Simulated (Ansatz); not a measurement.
The cell is a measured one (Crystallography Open Database entry 9008489); the temperature and pressure of the measurement aren't taken into account, and nothing was relaxed. It was measured hot, at 723 K.

An input for Ca: DFT, LDA, PAW with Ansatz's default frozen-core files, scalar-relativistic (Ansatz 0.2.0). The PAW files were made with PBE; their cores are remade for this functional.

Command: `ansatz run input.yaml --threads 1 --pin off --max-ram 2048MiB --backend cpu --events-out ev --progress --plain --runs-dir out` The run took 5.4 s on 1 thread of Arm Neoverse V1, on a shared host, peak memory 0.35 GiB.

```yaml
crystal:
  lattice:
    - [3.9799995206, 0.0, 0.0]
    - [-1.9899997603, 3.4467806919, 0.0]
    - [0.0, 0.0, 6.52]
  atoms:
    - { symbol: Ca, position: [0.3333333333, 0.6666666667, 0.25] }
    - { symbol: Ca, position: [0.6666666667, 0.3333333333, 0.75] }
kpoints:
  mp_grid: { grid: [11, 11, 6] }
  band_path:
    path:
      - [0.0, 0.0, 0.0]
      - [0.5, 0.0, 0.0]
      - [0.3333333333, 0.3333333333, 0.0]
      - [0.0, 0.0, 0.0]
      - [0.0, 0.0, 0.5]
      - [0.5, 0.0, 0.5]
      - [0.3333333333, 0.3333333333, 0.5]
      - [0.0, 0.0, 0.5]
      - [0.5, 0.0, 0.5]
    npoints: 5
scf:
  occupations: { method: fermi_dirac, width: 0.08 }
hamiltonian:
  xc: lda
  pseudopotentials: { kind: paw }
output:
  forces: true
  stress: true
  eigenvalues: true
  efg: { contact_densities: true }
```

The results part of the log:

```
SCF 1 converged in 6 iterations: F = -3545.121795 eV  dr2 = 1.83e-8
  greatest PAW one-centre occupation: 0.996 electrons in one spin orbital (limit 2), on the Ca atom at site 1 (counted from 0), in its partial waves of l = 0
NSCF: frozen V_eff on 41 k-points
SCF converged after 6 iterations
Free energy (F): -3545.121795 eV
Harris-Foulkes:  -3545.121795 eV  (|F-HF|=2.23e-9)
Internal energy: -3545.068543 eV  (E = F + TS)
E sigma→0 (E₀):  -3545.095169 eV
Entropy (-TS):   -0.053252 eV (-26.626 meV/atom)
Fermi energy:    4.384751 eV
--- Per-component energies (eV) ---
  E_band       = -361.258372
  E_kinetic    = 548.664482
  E_local      = -1738.448477  (includes V_loc(G=0)·N_el)
  E_nonlocal   = 134.072109
  E_hartree    = 580.556614
  E_xc         = -266.586193
  E_vxc        = -334.959547  (∫ρ·V_xc dr)
  E_paw        = -1632.230195  (= ΣΔE_a)
  E_vpaw       = -131.702582  (= ΣTr[D̂ρ^β])
  E_aug_tail   = -0.000010  (compensation charges beyond the density's cutoff)
  E_ewald      = -1171.663205
  E_core_change = 0.566332  (= ΣΔE_core)
  E_smearing   = -0.053252  (= −TS)
  E_closure    = -0.000000  (closes the sum)
  Σ components = -3545.121795   (vs F -3545.121795, Δ=0.00e0)
--- Forces (eV/Å), atoms counted from 1 ---
  atom   1  Ca     0.00000000    -0.00000000    -0.00000000
  atom   2  Ca    -0.00000000     0.00000000     0.00000000
  max |Σ_I F_I| component: 2.31e-18 eV/Å
--- Stress (GPa, compression-positive) ---
       -2.351247      -0.000000       0.000000
       -0.000000      -2.351247       0.000000
        0.000000       0.000000      -2.308117
  P = ⅓ Tr σ = -2.3369 GPa (-23.369 kbar)
--- PAW observables at the nuclei: V_zz in 10²¹ V/m², potentials from the cell's mean, atoms counted from 1 ---
  atom   1  Ca V_zz =    -0.265009   η = 0.0000   by run symmetry: allowed
            electrostatic potential = -2209.007184 V   contact ρ = 40975.915799 e/Å³
  atom   2  Ca V_zz =    -0.265009   η = 0.0000   by run symmetry: allowed
            electrostatic potential = -2209.007184 V   contact ρ = 40975.915799 e/Å³
--- Band table (eV; the first three rows and the last of 64) ---
  k-point 0: bands = ["-37.4338", "-37.4230", "-18.7060", "-18.6132", "-18.6132", "-18.5972", "-18.5972", "-18.5918", "0.4304", "3.3207", "4.1965", "6.4601", "6.4828", "6.4828"]
  k-point 1: bands = ["-37.4330", "-37.4238", "-18.6985", "-18.6121", "-18.6121", "-18.5996", "-18.5983", "-18.5983", "0.5434", "2.8300", "4.6086", "6.3596", "6.4523", "6.4523"]
  k-point 2: bands = ["-37.4311", "-37.4257", "-18.6778", "-18.6207", "-18.6092", "-18.6092", "-18.6012", "-18.6012", "0.8750", "2.0826", "5.1725", "6.0792", "6.4279", "6.4279"]
  k-point 63: bands = ["-37.4202", "-37.4202", "-18.6903", "-18.6903", "-18.6626", "-18.6626", "-18.6158", "-18.6158", "4.3664", "4.3664", "4.6221", "4.6221", "5.0583", "5.0583"]
```
